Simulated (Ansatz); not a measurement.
**CO2 — 17O NMR of the central transition**

Cell: a computed structure from the Materials Project (it need not be an observed phase).

Space group R-3c:H (No. 167); a = 9.7835, c = 12.1555 Å, γ = 120.00°.

| site | Wyckoff | site symmetry | x | y | z |
| --- | --- | --- | --- | --- | --- |
| C1 | 6b | -3. | 0.0000 | 0.0000 | 0.0000 |
| C3 | 18e | .2 | 0.0812 | 0.4145 | 0.4167 |
| O9 | 12c | 3. | 0.0000 | 0.0000 | 0.9040 |
| O13 | 36f | 1 | 0.1446 | 0.3510 | 0.4539 |

One atom of each set is listed; the run and its k-mesh use a cell of 24 atoms with edges of 6.95, 6.95, 6.95 Å.

The numbers come from a DFT calculation in Ansatz (r2SCAN, plane waves and PAW, scalar-relativistic, 500 eV cutoff, Γ-centred 4×4×4 k-points, Fermi–Dirac smearing 0.02 eV).

17O has I = 5/2 and Q = -25.58 mb (Pyykkö 2018); at 9.4 T its Larmor frequency is ν₀ = 54.3 MHz. Only the quadrupole interaction is simulated: positions count from each site's isotropic chemical shift, and J coupling is left out, as are shift anisotropy and dipolar coupling, which fast spinning averages.

Problem. Give C_Q, η, the quadrupolar product P_Q = |C_Q|(1 + η²/3)^½, the second-order isotropic shift and the breadth of the pattern (fast magic-angle spinning) for each O site.

Solution. 

```csv
site,first shell,C_Q (MHz),η,P_Q (MHz),δ_QIS (ppm),breadth (kHz)
O9,1 C at 1.17 Å,-4.81,0.00,4.81,-47.0,5.47
O13,1 C at 1.17 Å,-4.76,0.02,4.76,-46.2,5.41
```

δ_QIS = −(ν_Q²/30ν₀²)[I(I+1) − 3/4](1 + η²/3) × 10⁶ ppm with ν_Q = 3|C_Q|/[2I(2I−1)]; it falls as 1/B₀² in ppm, and the breadth as 1/B₀ in kHz.

An axis of threefold or higher order runs through O9, so V_zz lies along it and η is zero. At O13 V_zz points along its bond to C (within 1°).

The largest force is 0.7 eV/Å, so the atoms aren't at the calculated equilibrium and relaxing them would move these values.
